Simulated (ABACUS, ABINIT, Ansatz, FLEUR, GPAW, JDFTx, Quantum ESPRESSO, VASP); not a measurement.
**One calculation of HfC, 8 ways**

```
Hf C
1.0
     0.00000    2.32500    2.32500
     2.32500    0.00000    2.32500
     2.32500    2.32500    0.00000
Hf C
1 1
Direct
  0.48872 0.50833 0.48842
  0.99015 0.01910 0.99366
```

Atoms were shifted at random by some hundredths of an Å from the given cell, which wasn't relaxed again for these runs.

Alike in all runs: task single point; functional PBE; k mesh 10 × 10 × 10; occupations fermi-dirac, width 0.05 eV; no spin polarisation; no spin-orbit coupling. Pressure is positive in compression and, in plane waves, holds the error of the finite cutoff, which Ansatz's Pulay term estimates and takes out.

```
                                  program and potentials  plane-wave cutoff (eV)                                                                      notes  band gap (eV)  pressure (GPa)  largest force (eV/Å)  energy over the undisturbed cell (meV/atom)
                              FLEUR, all-electron, FLAPW                       -                                                                          -         no gap               -                 0.372                                         4.75
                   Ansatz, Ansatz PAW (earlier soft set)                     420  15 valence electrons an atom on average; Pulay term of +0.18 GPa included         no gap            0.48                 0.369                                         4.71
ABACUS, PseudoDojo NC SR 0.4.1 PBE standard, plane waves                    1116                                     8 valence electrons an atom on average         no gap            0.63                 0.361                                         4.56
                   JDFTx, PseudoDojo-SR-PBE-0.5-standard                    1116                                     8 valence electrons an atom on average         no gap            0.63                 0.361                                         4.56
                    VASP, PBE PAW files C, Hf_pv, 520 eV                     520                                     7 valence electrons an atom on average         no gap           -0.17                 0.362                                            -
               Quantum ESPRESSO, SSSP 1.3 efficiency PBE                     816                                     8 valence electrons an atom on average         no gap            0.73                 0.362                                         4.59
                                ABINIT, JTH PAW PBE v2.0                     517                                     8 valence electrons an atom on average         no gap            0.25                 0.367                                         4.88
              GPAW, GPAW PAW data sets (gpaw-data 1.2.1)                     800                                     8 valence electrons an atom on average         no gap            1.55                 0.385                                         4.87
```

Force on atom 1 (Hf), eV/Å:

| program and potentials | x | y | z |
| --- | --- | --- | --- |
| FLEUR, all-electron, FLAPW | 0.280 | 0.117 | 0.214 |
| Ansatz, Ansatz PAW (earlier soft set) | 0.278 | 0.117 | 0.213 |
| ABACUS, PseudoDojo NC SR 0.4.1 PBE standard, plane waves | 0.272 | 0.114 | 0.208 |
| JDFTx, PseudoDojo-SR-PBE-0.5-standard | 0.272 | 0.114 | 0.208 |
| VASP, PBE PAW files C, Hf_pv, 520 eV | 0.273 | 0.114 | 0.209 |
| Quantum ESPRESSO, SSSP 1.3 efficiency PBE | 0.273 | 0.114 | 0.209 |
| ABINIT, JTH PAW PBE v2.0 | 0.277 | 0.116 | 0.212 |
| GPAW, GPAW PAW data sets (gpaw-data 1.2.1) | 0.290 | 0.121 | 0.222 |

None finds a gap. The pressure spans -0.17 (VASP, PBE PAW files C, Hf_pv, 520 eV) to 1.55 GPa (GPAW, GPAW PAW data sets (gpaw-data 1.2.1)).

Differences between rows come from potentials, basis sets and numerical settings, since the functional is the same but for its coding. Runs on potential files found faulty are left out.
